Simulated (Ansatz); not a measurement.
# InSe: stress in a strained cell

Aim: deform InSe (zz strain of +3 %) and compute stress, forces and field gradients with LAPW, PAW and all-electron datasets made for the crystal.

A COD entry behind a cell of this session may itself be a prediction, so a difference from it is no test against experiment.

Program: Ansatz 0.2.0. Level of theory: DFT PBEsol, scalar-relativistic. These are calculated values, not measurements.

## Step 1: The system as given

The structure is trigonal, space group R3m (No. 160). The conventional cell has a = 4.000 Å, b = 4.000 Å, c = 24.950 Å, α = 90.00°, β = 90.00°, γ = 120.00°. In (site symmetry 3m) has 3 Se at 2.64 Å and 1 In at 2.80 Å as nearest neighbours. Se (site symmetry 3m) has 3 In at 2.64 Å as nearest neighbours.

As a file:

```cif
data_structure
_symmetry_space_group_name_H-M 'P 1'
_symmetry_Int_Tables_number 1
_cell_length_a 8.6314
_cell_length_b 8.6314
_cell_length_c 8.6314
_cell_angle_alpha 26.796
_cell_angle_beta 26.796
_cell_angle_gamma 26.796
_cell_volume 115.24
loop_
_atom_site_label
_atom_site_type_symbol
_atom_site_fract_x
_atom_site_fract_y
_atom_site_fract_z
_atom_site_occupancy
In1 In 0.00000 0.00000 0.00000 1
In2 In 0.11220 0.11220 0.11220 1
Se1 Se 0.61550 0.61550 0.61550 1
Se2 Se 0.83000 0.83000 0.83000 1
```

Atoms are numbered in the order of the input: In1, In2, Se3, Se4.

## Step 2: The deformed structure

Space group R3m before, R3m after.

## Step 3: All-electron LAPW

input.yaml

```yaml
crystal:
  lattice:
    - [1.9999996503, 1.1547003365, 8.5661701]
    - [-1.9999996503, 1.1547003365, 8.5661701]
    - [0.0, -2.309400673, 8.5661701]
  atoms:
    - { symbol: In, position: [0.0, 0.0, 0.0] }
    - { symbol: In, position: [0.1122, 0.1122, 0.1122] }
    - { symbol: Se, position: [0.6155, 0.6155, 0.6155] }
    - { symbol: Se, position: [0.83, 0.83, 0.83] }
kpoints:
  mp_grid: { grid: [7, 7, 7] }
  band_path:
    path:
      - [0.0, 0.0, 0.0]
      - [-0.5, -0.5, -0.5]
      - [-0.5, -0.1787802864, -0.8212197136]
      - [-0.1787802864, 0.1787802864, -0.5]
      - [0.0, 0.0, -0.5]
      - [0.0, 0.0, 0.0]
      - [0.0, 0.3393901432, -0.3393901432]
      - [-0.3393901432, 0.0, -0.6606098568]
      - [-0.5, 0.0, -0.5]
    npoints: 5
scf:
  occupations: { method: fermi_dirac, width: 0.01 }
hamiltonian:
  xc: pbesol
  pseudopotentials: { kind: all_electron, lapw: { basis_error: 0.001 } }
output:
  forces: true
  stress: true
  eigenvalues: true
```

Launch:

```sh
$ ansatz run input.yaml --threads 1 --pin off --max-ram 6144MiB --backend cpu --events-out ev --progress --plain --runs-dir out
```

The program printed, cut to the lines that bear on the results:

```text
LAPW: plane waves up to 8.369 Å⁻¹, error target 1.0e-3 eV per atom; small_component_spin mean_spin; Se in spheres of 1.275 Å, 24 of its electrons in bands, Dirac shells []; In in spheres of 1.382 Å, 21 of its electrons in bands, Dirac shells []
[...]
Pseudopotentials: kind: all_electron
Pseudopotential: In, LAPW, valence charge 21, Koelling and Harmon's equation, gaussian nucleus
Pseudopotential: Se, LAPW, valence charge 24, Koelling and Harmon's equation, gaussian nucleus
Functional definition: PBEsol
[...]
Crystal: 4 atoms, lattice volume = 118.696 Å³
Basis set: ecut = 266.83984794778473 eV, 1193 PW (Γ), FFT grids on a1−a3, a2−a3, a3, exchange–correlation at level 2
Bands: 54, of which v1, the nominal top of the filled ones, is band 45 counted from 1 (44 counted from 0)
Symmetry: 6 space group operations
Space group: R3m (ITA 160), of the structure as read, at distance tolerance 4.9e-5 Å
k-points: 44 of 343 (time reversal used)
[...]
SCF iter   1: F=—  HF=-452111.076146 eV  |F-HF|=—  |Δ(HF+E_count)|=         —  Δρ=2.39e-2  dr2=1.50e0  ethr=1.67e-3  ⟨swp⟩=2.0  Hψ=15017  notcnv=0
[...]
the basis was enlarged: its passes take 505.3 KiB over the memory plan, 1 of 1 planned eigensolver slots
[...]
SCF iter  10: F=-452110.634698 eV  HF=-452110.634698 eV  |F-HF|=3.83e-8  |Δ(HF+E_count)|=   7.98e-8  Δρ=3.61e-6  dr2=2.18e-8  ethr=1.16e-10  ⟨swp⟩=3.0  Hψ=7142  notcnv=0
[...]
NSCF: frozen V_eff on 41 k-points
SCF converged after 10 iterations
Free energy (F): -452110.634698 eV
[...]
E sigma→0 (E₀):  -452110.634698 eV
Fermi energy:    8.784827 eV
[...]
--- Forces (eV/Å), atoms counted from 1 ---
  atom   1  In     0.00000000    -0.00000000     0.23872700
  atom   2  In     0.00000000    -0.00000000    -0.23831078
  atom   3  Se     0.00000000     0.00000000     0.22653869
  atom   4  Se     0.00000000     0.00000000    -0.22696011
[...]
--- Stress (GPa, compression-positive) ---
       -0.365785       0.000000       0.000000
        0.000000      -0.365785      -0.000000
        0.000000      -0.000000      -2.573564
  P = ⅓ Tr σ = -1.1017 GPa (-11.017 kbar)
--- Band table (eV; the first three rows and the last of 44) ---
[...]
```

Run time: 1.7 min. Hardware: 1 thread of Intel Xeon Platinum 8488C (Sapphire Rapids), shared host; peak memory 0.61 GiB.

Read from it: pressure -1.10 GPa; gap 0.40 eV, direct at T; largest force 0.239 eV/Å.

## Step 4: Frozen-core PAW

input.yaml

```yaml
crystal:
  lattice:
    - [1.9999996503, 1.1547003365, 8.5661701]
    - [-1.9999996503, 1.1547003365, 8.5661701]
    - [0.0, -2.309400673, 8.5661701]
  atoms:
    - { symbol: In, position: [0.0, 0.0, 0.0] }
    - { symbol: In, position: [0.1122, 0.1122, 0.1122] }
    - { symbol: Se, position: [0.6155, 0.6155, 0.6155] }
    - { symbol: Se, position: [0.83, 0.83, 0.83] }
kpoints:
  mp_grid: { grid: [7, 7, 7] }
scf:
  occupations: { method: fermi_dirac, width: 0.01 }
hamiltonian:
  xc: pbesol
  pseudopotentials: { kind: paw }
output:
  forces: true
  stress: true
  eigenvalues: true
  efg: { contact_densities: true }
```

Launch:

```sh
$ ansatz run input.yaml --threads 1 --pin off --max-ram 6144MiB --backend cpu --events-out ev --progress --plain --runs-dir out
```

The program printed, cut to the lines that bear on the results:

```text
[...]
In: output.efg is read without spin–orbit coupling, which moves field gradients at and beside such atoms by some per cent and up to a factor of two; PAW files take it under magnetization.noncollinear and magnetization.spin_orbit
[...]
Pseudopotentials: kind: paw
Pseudopotential: In, paw, valence charge 13, recommended cutoff 420 eV (normal)
Pseudopotential: Se, paw, valence charge 16, recommended cutoff 420 eV (normal)
[... 1 set-up line as earlier in the session ...]
[...]
Crystal: 4 atoms, lattice volume = 118.696 Å³
Basis set: ecut = 420 eV, 2345 PW (Γ), FFT grids on a1−a3, a2−a3, a3, exchange–correlation on 54×54×120 points (8 copies of the dense FFT grid, shifted against one another)
Bands: 35, of which v1, the nominal top of the filled ones, is band 29 counted from 1 (28 counted from 0)
[... 1 set-up line as earlier in the session ...]
[...]
--- Stress (GPa, compression-positive) ---
       -0.376957       0.000000       0.000000
        0.000000      -0.376957      -0.000000
        0.000000      -0.000000      -2.584326
  P = ⅓ Tr σ = -1.1127 GPa (-11.127 kbar)
--- PAW observables at the nuclei: V_zz in 10²¹ V/m², potentials from the cell's mean, atoms counted from 1 ---
  atom   1  In V_zz =    -9.338084   η = 0.0000   by run symmetry: allowed
            electrostatic potential = -7935.516637 V   contact ρ = 1131365.847317 e/Å³
  atom   2  In V_zz =    -9.342459   η = 0.0000   by run symmetry: allowed
            electrostatic potential = -7935.516987 V   contact ρ = 1131365.818046 e/Å³
  atom   3  Se V_zz =    -4.194845   η = 0.0000   by run symmetry: allowed
            electrostatic potential = -4709.477147 V   contact ρ = 262404.568721 e/Å³
  atom   4  Se V_zz =    -4.493701   η = 0.0000   by run symmetry: allowed
            electrostatic potential = -4709.475345 V   contact ρ = 262404.407003 e/Å³
--- Band table (eV; the first three rows and the last of 44) ---
[...]
```

Wall time 12 s (1 thread of Intel Xeon Platinum 8488C (Sapphire Rapids), shared host); peak memory 0.52 GiB.

Result: pressure -1.11 GPa; gap on the k mesh 0.70 eV (an odd mesh misses the zone boundary); largest force 0.239 eV/Å; Vzz In1 -9.34 (η = 0.00), In2 -9.34 (η = 0.00), Se3 -4.19 (η = 0.00), Se4 -4.49 (η = 0.00) (10²¹ V/m²).

## Step 5: Datasets made for this crystal

Edit input.yaml of step 4 so:

```diff
@@ -16,3 +16,3 @@
   xc: pbesol
-  pseudopotentials: { kind: paw }
+  pseudopotentials: { kind: all_electron, datasets: crystal }
 output:
```

Launch:

```sh
$ ansatz run input.yaml --threads 1 --pin off --max-ram 6144MiB --backend cpu --events-out ev --progress --plain --runs-dir out
```

The program printed:

```text
basis.fft_grid_basis auto: the FFT boxes are laid along the combinations [[1, 0, -1], [0, 1, -1], [0, 0, 1]] of the cell's own vectors, 4.000, 4.000 and 8.872 Å long. The dense box has 24×24×45 points. Along the cell's own vectors, as sized, it would have 45×45×45, 3.52 times as many. Of the 6 symmetry operations that the crystal satisfies within crystal.symmetry.tolerance (time reversal apart; of a slab, those that keep its plane) the dense box along the cell's own vectors carries 6, and the one as laid loses 4 of those. basis.fft_grid_basis: typed keeps the cell's own vectors: state it where this run's energies or levels are differenced outside the engine with another run's, or held beside a run that keeps those vectors.
hamiltonian.pseudopotentials.datasets: crystal makes datasets for this crystal and solves the spheres of its atoms anew in each pass: cutoff 240.0 eV, the density's 960.0 eV; for an error of 0.50 meV an atom under PBE, 2.0 meV for the cell; an energy difference from a run of another recipe may be off by several times the error for the cell, under r2SCAN by more, where some 0.1 meV an atom stays at smaller errors; Se in spheres of 1.281 Å, 6 of its electrons in bands, 10 on its site; In in spheres of 1.376 Å, 13 of its electrons in bands, 8 on its site; only band paths and densities of states list, in semicore columns, the levels of the semicore shells that are solved separately: 3d of Se, 4s of In, 4p of In
In: output.efg is read without spin–orbit coupling, which moves field gradients at and beside such atoms by some per cent and up to a factor of two; PAW files take it under magnetization.noncollinear and magnetization.spin_orbit
Engine: ansatz 0.2.0
[... 1 set-up line as earlier in the session ...]
Pseudopotential: In, paw, valence charge 21, recommended cutoff 240 eV (normal), Koelling and Harmon's equation, gaussian nucleus
Pseudopotential: Se, paw, valence charge 16, recommended cutoff 240 eV (normal), Koelling and Harmon's equation, gaussian nucleus
[... 1 set-up line as earlier in the session ...]
  exchange = pbesol_x
  correlation = pbesol_c
Crystal: 4 atoms, lattice volume = 118.696 Å³
Basis set: ecut = 240 eV, 969 PW (Γ), FFT grids on a1−a3, a2−a3, a3, exchange–correlation on 48×48×90 points (8 copies of the dense FFT grid, shifted against one another)
Bands: 23, of which v1, the nominal top of the filled ones, is band 19 counted from 1 (18 counted from 0)
[... 2 set-up lines as earlier in the session ...]
k-points: 44 of 343 (time reversal used)
Non-local potential: In, projectors of the file, l = 0: 1, l = 1: 1, l = 2: 2
Non-local potential: Se, projectors of the file, l = 0: 1, l = 1: 1
PAW form: soft (Blöchl's): semilocal exchange-correlation on the pseudo side does not see the compensation charge
PAW one-centre angular grid: In, 590 points (default); XC on its mesh's 1869 points in the sphere
PAW one-centre angular grid: Se, 110 points (default); XC on its mesh's 1879 points in the sphere
Initial density: superposition of atomic densities (neutral atoms: chi_scale 0, normalization atom)
Initial wavefunctions: pseudopotential atomic-orbital guess
Functional: x = pbesol(κ = 0.804, μ = 0.12345679012345678), c = pbesol(β = 0.046)
iter 1 solved again at ethr=4.84e-3 eV; its pass at ethr=1.00e-1 eV (dr2=1.84e0 eV) is discarded
SCF iter   1: F=—  HF=-452111.029609 eV  |F-HF|=—  |Δ(HF+E_count)|=         —  Δρ=2.66e-2  dr2=1.77e0  ethr=4.84e-3  ⟨swp⟩=3.6  Hψ=5071  notcnv=0
preconditioner: auto → Resta (q_TF=auto, 2.257 Å⁻¹)  ε∞=3.7  [insulator: Δε(μ)=0.806 eV  Ē_g=12.681 eV  σ=0.010 eV  W_gap=1.00  n_scr=30 (ndim 8)  ℏωp=21.0 eV  f_vac=0.005  D(μ)=0.00/eV (n_scr^D=0)  ε∞_Penn≈3.7]
SCF iter   2: F=—  HF=-452110.679095 eV  |F-HF|=—  |Δ(HF+E_count)|=   3.51e-1  Δρ=1.30e-2  dr2=2.36e-1  ethr=4.67e-3  ⟨swp⟩=3.1  Hψ=2361  notcnv=0  defer=3
SCF iter   3: F=—  HF=-452110.635797 eV  |F-HF|=—  |Δ(HF+E_count)|=   4.33e-2  Δρ=5.12e-3  dr2=3.77e-2  ethr=6.22e-4  ⟨swp⟩=3.0  Hψ=2463  notcnv=0  defer=7
iter 4 solved again at ethr=5.34e-6 eV; its pass at ethr=9.92e-5 eV (dr2=2.03e-3 eV) is discarded
SCF iter   4: F=—  HF=-452110.635168 eV  |F-HF|=—  |Δ(HF+E_count)|=   6.29e-4  Δρ=1.23e-3  dr2=2.08e-3  ethr=5.34e-6  ⟨swp⟩=3.0  Hψ=4725  notcnv=0  defer=21
SCF iter   5: F=—  HF=-452110.635648 eV  |F-HF|=—  |Δ(HF+E_count)|=   4.79e-4  Δρ=5.30e-4  dr2=4.35e-4  ethr=5.34e-6  ⟨swp⟩=3.4  Hψ=2144  notcnv=0  defer=15
SCF iter   6: F=—  HF=-452110.636013 eV  |F-HF|=—  |Δ(HF+E_count)|=   3.65e-4  Δρ=1.91e-4  dr2=6.32e-5  ethr=1.14e-6  ⟨swp⟩=3.2  Hψ=2566  notcnv=0  defer=10
SCF iter   7: F=—  HF=-452110.636013 eV  |F-HF|=—  |Δ(HF+E_count)|=   4.40e-7  Δρ=6.32e-5  dr2=5.52e-6  ethr=1.66e-7  ⟨swp⟩=3.1  Hψ=2741  notcnv=0  defer=5
SCF iter   8: F=—  HF=-452110.636011 eV  |F-HF|=—  |Δ(HF+E_count)|=   1.42e-6  Δρ=2.44e-5  dr2=1.36e-6  ethr=1.45e-8  ⟨swp⟩=3.1  Hψ=2597  notcnv=0  defer=5
SCF iter   9: F=—  HF=-452110.636014 eV  |F-HF|=—  |Δ(HF+E_count)|=   2.23e-6  Δρ=9.04e-6  dr2=1.45e-7  ethr=3.57e-9  ⟨swp⟩=3.1  Hψ=2339  notcnv=0  defer=2
SCF iter  10: F=-452110.636014 eV  HF=-452110.636014 eV  |F-HF|=6.17e-9  |Δ(HF+E_count)|=   1.51e-7  Δρ=2.06e-6  dr2=6.75e-9  ethr=3.80e-10  ⟨swp⟩=3.1  Hψ=2163  notcnv=0  defer=2
SCF 1 converged in 10 iterations: F = -452110.636012 eV  dr2 = 6.75e-9
  Residual-converged pass: ⟨swp⟩=3.1  Hψ=2525  notcnv=0  max |occ|·‖R‖ = 6.4e-6 eV (tolerance 6.7e-6 eV)  dr2=7.11e-9  dr2_onsite=2.79e-9  max |Δocc| = 6.7e-21
SCF converged after 10 iterations
Free energy (F): -452110.636012 eV
Harris-Foulkes:  -452110.636012 eV  (|F-HF|=6.17e-9)
Internal energy: -452110.636012 eV  (E = F + TS)
E sigma→0 (E₀):  -452110.636012 eV
Past the cutoff: the bands carry plane waves up to 1.75 times it, of which those up to 1.5 times it add -0.000296 eV an atom, each by itself; the spheres take 0.000470 eV an atom off the energy for waves past 1.75 times it
By the cutoff:   a pressure is off by up to 0.007 GPa (1.2 times the spheres' own share and the shells' term, over an atom's volume, and 0.004 GPa: a bound that held against runs at twice the plane waves)
Past the cutoffs: a stress includes 0.0026 GPa for waves and charges beyond them, in addition to the slope of what the spheres take
In the spheres:  the bands' charges fall short by 1.2e-6 e at most (sound up to 1e-3), those of shells solved beside the bands by 4.0e-8 e (sound up to 5e-4)
Fermi energy:    8.784797 eV
--- Per-component energies (eV) ---
  The terms above E_closure are by the made datasets' own strengths, without shells solved beside the bands.
--- Forces (eV/Å), atoms counted from 1 ---
  atom   1  In     0.00000000     0.00000000     0.23876764
  atom   2  In     0.00000000    -0.00000000    -0.23834313
  atom   3  Se     0.00000000     0.00000000     0.22630337
  atom   4  Se     0.00000000    -0.00000000    -0.22672791
  max |Σ_I F_I| component: 2.37e-8 eV/Å
--- Stress (GPa, compression-positive) ---
       -0.368197       0.000000       0.000000
        0.000000      -0.368197      -0.000000
       -0.000000      -0.000000      -2.575487
  P = ⅓ Tr σ = -1.1040 GPa (-11.040 kbar)
  It holds what live shells' own plane waves past their cutoff add
--- PAW observables at the nuclei: V_zz in 10²¹ V/m², potentials from the cell's mean, atoms counted from 1 ---
  atom   1  In V_zz =    -9.374188   η = 0.0000   by run symmetry: allowed
            electrostatic potential = -7933.551809 V   contact ρ = 1131295.926637 e/Å³
  atom   2  In V_zz =    -9.380194   η = 0.0000   by run symmetry: allowed
            electrostatic potential = -7933.551634 V   contact ρ = 1131295.893998 e/Å³
  atom   3  Se V_zz =    -4.273027   η = 0.0000   by run symmetry: allowed
            electrostatic potential = -4707.834526 V   contact ρ = 262472.545357 e/Å³
  atom   4  Se V_zz =    -4.573430   η = 0.0000   by run symmetry: allowed
            electrostatic potential = -4707.833055 V   contact ρ = 262472.383295 e/Å³
--- Band table (eV; the first three rows and the last of 44) ---
  k-point 0: bands = ["-5.9899", "-5.8486", "-5.8486", "-5.7884", "-5.7884", "-5.7604", "-5.7604", "-5.6187", "-5.6187", "-5.6077", "-4.8330", "-4.4463", "2.3657", "5.0616", "7.0463", "7.4335", "7.4335", "7.5501", "7.5501", "10.3525"]
  k-point 1: bands = ["-6.0027", "-5.9111", "-5.8667", "-5.8435", "-5.7743", "-5.7657", "-5.7522", "-5.6523", "-5.6202", "-5.5537", "-4.6105", "-4.2577", "2.5153", "4.7564", "6.2526", "6.9407", "7.1876", "7.3430", "7.5012", "10.6609"]
  k-point 2: bands = ["-6.0932", "-5.9963", "-5.9354", "-5.8385", "-5.7771", "-5.7431", "-5.7269", "-5.6704", "-5.6225", "-5.5060", "-4.1134", "-3.8319", "2.7213", "3.9205", "5.0212", "6.5688", "6.7418", "6.9078", "7.5594", "10.3788"]
  k-point 43: bands = ["-5.9997", "-5.9042", "-5.8774", "-5.8437", "-5.7742", "-5.7656", "-5.7522", "-5.6555", "-5.6200", "-5.5536", "-4.5132", "-4.3632", "2.7767", "4.2867", "6.3415", "6.5474", "7.1254", "7.4134", "8.4297", "10.0110"]
```

Wall time 23 s (1 thread of Intel Xeon Platinum 8488C (Sapphire Rapids), shared host); peak memory 0.83 GiB.

Read from it: pressure -1.10 GPa; gap on the k mesh 0.70 eV (an odd mesh misses the zone boundary); largest force 0.239 eV/Å; Vzz In1 -9.37 (η = 0.00), In2 -9.38 (η = 0.00), Se3 -4.27 (η = 0.00), Se4 -4.57 (η = 0.00) (10²¹ V/m²).

## Step 6: Side by side

Stress (GPa, compression positive):

```
          method     xx     yy     zz    yz    xz    xy
            LAPW  -0.37  -0.37  -2.57  0.00  0.00  0.00
             PAW  -0.38  -0.38  -2.58  0.00  0.00  0.00
crystal datasets  -0.37  -0.37  -2.58  0.00  0.00  0.00
```

Forces (eV/Å):

```
atom  LAPW x  LAPW y  LAPW z  PAW x  PAW y   PAW z  crystal datasets x  crystal datasets y  crystal datasets z
 In1   0.000   0.000   0.239  0.000  0.000   0.239               0.000               0.000               0.239
 In2   0.000   0.000  -0.238  0.000  0.000  -0.238               0.000               0.000              -0.238
 Se3   0.000   0.000   0.227  0.000  0.000   0.228               0.000               0.000               0.226
 Se4   0.000   0.000  -0.227  0.000  0.000  -0.228               0.000               0.000              -0.227
```

| method | pressure (GPa) | gap on the k mesh (eV) | largest force (eV/Å) | Vzz In1 (10²¹ V/m²) | Vzz In2 (10²¹ V/m²) | Vzz Se3 (10²¹ V/m²) | SCF cycles, all passes |
| --- | --- | --- | --- | --- | --- | --- | --- |
| LAPW | -1.10 | 0.70 | 0.239 | – | – | – | 10 |
| PAW | -1.11 | 0.70 | 0.239 | -9.34 | -9.34 | -4.19 | 6 |
| crystal datasets | -1.10 | 0.70 | 0.239 | -9.37 | -9.38 | -4.27 | 10 |

## Step 7: Results

| quantity | value |
| --- | --- |
| pressure | LAPW -1.10, PAW -1.11, crystal datasets -1.10 GPa |
| largest shear or deviatoric stress (LAPW) | 1.47 GPa |

In words: The largest part of the stress beyond the pressure is 1.47 GPa in size, in the zz component; the atoms are carried along and not relaxed. No run of the undeformed cell stands beside it, so the pressure holds what the given cell had before the change. PAW: stress within 0.01 GPa of LAPW, forces within 1 meV/Å. Crystal datasets: stress within 0.01 GPa of LAPW, forces within 1 meV/Å.
